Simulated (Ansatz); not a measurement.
## SiSe$_{2}$: reading a single point

```
CELL_PARAMETERS angstrom
0.00000 0.00000 5.88125
5.07974 -2.99901 2.94063
5.07974 2.99901 -2.94063
ATOMIC_POSITIONS crystal
Si 0.25000 0.00000 0.00000
Si 0.75000 0.00000 0.00000
Se 0.21700 0.90000 0.33400
Se 0.78300 0.10000 0.66600
Se 0.28300 0.33400 0.90000
Se 0.71700 0.66600 0.10000
```

Method: r2SCAN, spin-orbit coupling; PAW, plane waves to 500 eV, 5×5×5 Γ-centred mesh, cold occupations (width 0.0236 eV) (Ansatz 0.2.0), atoms fixed.

The state carries no moments; the state need not be the lowest.

Q: Is it stable against the elements?

A: -0.51 eV an atom against the elements' usual phases (free molecules for gases, crystals otherwise, with no correction for O₂ or N₂), so it is bound against them; other compounds may still compete. Relaxing would lower it.

Q: What does the stress say?

A: The pressure is -0.7 GPa (compression positive), so with the atoms held at these fractions the cell would first shrink.

Q: Metal or insulator? Give the gap.

A: The gap is 2.15 eV, indirect (the least direct gap found is 2.43 eV).

Q: Which orbitals make up the band edges?

A: Within 0.7 eV of the edges, the states project mainly on Se p (97 %) below the gap and on Se p (47 %), Si s (33 %) and Si p (13 %) above it.

Origin: a known structure type with other elements, at an estimated volume, so it need not be a known compound.
